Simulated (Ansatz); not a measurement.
## CoO at several levels of theory

Method: Ansatz, DFT PBE, scalar-relativistic, plane waves. The atoms stay where they are, in a cell that isn't relaxed at these levels; pressure is positive in compression. Site moments are spin moments in atom-centred spheres that scale with the neighbour distance.

```yaml
crystal:
  lattice:
    - [3.19765, 0.00000, 0.00000]
    - [-1.59882, 2.76924, 0.00000]
    - [0.00000, 0.00000, 5.22871]
  atoms:
    - { symbol: Co, position: [0.00000, 0.00000, 0.00347] }
    - { symbol: Co, position: [0.33333, 0.66667, 0.50336] }
    - { symbol: O, position: [0.00000, 0.00000, 0.37161] }
    - { symbol: O, position: [0.33333, 0.66667, 0.87156] }
```

- Γ-centred k-mesh: 12×12×8
- occupation rule: Gaussian smearing, 0.01 eV
- list of starting moments (μB, in atom order): -2.35 2.35 0.17 -0.17
- check for lower electronic states after the SCF: on

```tsv
set of potentials	cutoff (eV)	gap on mesh (eV)	P (GPa)	largest force (eV/Å)	site moments (μB)
PAW (default set)	420	0.12	-0.4	0.198	Co -2.14, Co +2.14, O +0.16
PAW (harder set)	930	0.15	-0.2	0.203	Co -2.15, Co +2.15, O +0.15
```

(1) What do the runs give for norm-conserving potentials?

## Answers

(1) They give:

```tsv
set of potentials	cutoff (eV)	gap on mesh (eV)	P (GPa)	largest force (eV/Å)	site moments (μB)
norm-conserving potentials	1306	0.06	-0.5	0.159	Co -2.16, Co +2.16, O +0.16
```

This wurtzite form isn't the usual stable structure of the compound.

Cost: 3 runs of about 6.5 core-minutes in all, on Intel Xeon Processor @ 2.70GHz (shared hosts).